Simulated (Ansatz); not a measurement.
# AlP

The computed numbers are results of PBE, scalar-relativistic (no spin polarisation) in the plane-wave PAW code Ansatz at 420 eV, Γ-centred 10×10×10 mesh, 0.05 eV Gaussian smearing; PAW files: Ansatz's generated set soft_2.

```cif
data_structure
_symmetry_space_group_name_H-M 'F-43m'
_symmetry_Int_Tables_number 216
_cell_length_a 5.5078
_cell_length_b 5.5078
_cell_length_c 5.5078
_cell_angle_alpha 90.000
_cell_angle_beta 90.000
_cell_angle_gamma 90.000
_cell_volume 167.08
loop_
_atom_site_label
_atom_site_type_symbol
_atom_site_symmetry_multiplicity
_atom_site_Wyckoff_symbol
_atom_site_fract_x
_atom_site_fract_y
_atom_site_fract_z
_atom_site_occupancy
Al1 Al 4 a 0.00000 0.00000 0.00000 1
P1 P 4 c 0.25000 0.25000 0.25000 1
```

The chain of runs began from a cell as deposited in COD, expanded in volume. Of that entry: the entry's cell lengths or inner coordinates differ somewhat from later room-temperature determinations.

The cell is relaxed to zero pressure at this level.

The run used a cell of 2 atoms; the mesh refers to it.

* Volume: 20.89 Å³/atom
* Band gap: 1.63 eV
* Smallest direct gap: 3.09 eV
* Bader charges: Al 2.09; P -2.09 e
* Pressure derivative B0′: 4.1

What does PBE give for the formation energy from the elements (0 K, uncorrected)?

-0.64 eV/atom.

Estimate the bulk modulus (Birch–Murnaghan) at this level of theory (PBE).

83 GPa.

Within 0.6 eV of the edges the projected states are 85 % P 3p at the top of the valence band and 65 % Al 3p at the bottom of the conduction band. Crossing the gap moves an electron from the anion's filled p shell to the metal's empty orbitals, as in polar semiconductors.

Bader charges against formal ones: Al +2.09 (+3), P −2.09 (−3). The cations give up 70 % of the formal charge; Bader charges stay under formal ones because the anions' density reaches into the cations' basins.

**What was measured.** A printed reference work, textbook reports, for a bulk crystal of AlP at 298 K: lattice constant a 5.4635 ± 0.0004 Å.

A printed reference work, data compilation reports, for a bulk crystal of AlP at 4.2 K: band gap 2.505 eV (indirect).

**Against experiment.** A measured lattice constant a of AlP is 5.4635 Å (298 K; a printed reference work, textbook); the calculated 5.508 Å misses it by +0.8 %. The calculation is for a static lattice, without zero-point motion or thermal expansion. Against the measured gap of AlP, 2.505 eV (indirect; 4.2 K; a printed reference work, data compilation), the calculated 1.63 eV is off by -0.87 eV. Kohn–Sham gaps of semilocal functionals mostly fall below measured ones. Temperature and excitons aren't in the calculation.

Kohn–Sham gaps of semilocal functionals lie under measured ones, often by a third or more.
